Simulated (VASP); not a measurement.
# In2O3 under changes of volume

One of the cells (12.410 Å³/atom); the others are scaled copies at fixed shape and fractional positions:

```
CELL_PARAMETERS angstrom
2.73357 1.57823 4.79425
-2.73357 1.57823 4.79425
0.00000 -3.15645 4.79425
ATOMIC_POSITIONS crystal
In 0.85766 0.85766 0.85766
In 0.64234 0.64234 0.64234
In 0.14234 0.14234 0.14234
In 0.35766 0.35766 0.35766
O 0.04555 0.75000 0.45445
O 0.75000 0.45445 0.04555
O 0.45445 0.04555 0.75000
O 0.95445 0.25000 0.54555
O 0.25000 0.54555 0.95445
O 0.54555 0.95445 0.25000
```

- Program: VASP 6.6.1
- Functional: LDA
- Potentials or basis: VASP PAW LDA potentials, release 64 (In_d, O)
- Cutoff: 520 eV
- k mesh: 6 × 6 × 6
- Occupations: gaussian, width 0.02 eV
- Spin: no spin polarisation

| volume (Å³/atom) | energy over the lowest point (meV/atom) | pressure (GPa) | gap on the mesh (eV) | largest force (eV/Å) |
| --- | --- | --- | --- | --- |
| 11.914 | 13.98 | 8.7 | 1.58 | 0.106 |
| 12.162 | 3.71 | 4.2 | 1.44 | 0.050 |
| 12.410 | 0.00 | 0.2 | 1.29 | 0.004 |
| 12.658 | ? | ? | ? | ? |
| 12.906 | 9.45 | -6.6 | 1.02 | 0.088 |

Q: What does the run at 12.658 Å³/atom give?

A: Energy over the lowest point 2.11 meV/atom; pressure -3.3 GPa; gap on the mesh 1.16 eV; largest force 0.047 eV/Å.

Worked out: A Birch-Murnaghan fit of order 2 (a polynomial in V^(-2/3)) to the other rows has its minimum at 12.44 Å³/atom with B0 = V·E''(V) = 187 GPa at fixed shape and positions, which overstates the stiffness. It gives 2.07 meV/atom at 12.658 Å³/atom, against the run's 2.11, and -dE/dV = -3.1 GPa, against -3.3. A straight line through the other rows of the gap, of slope -7.03 eV per unit of ln V, gives 1.16 eV, against the run's 1.16.

Energies are extrapolated to zero smearing.

Caveats: spin-orbit coupling is left out, which moves the levels of the heavy elements.

A mesh can miss the band edges.
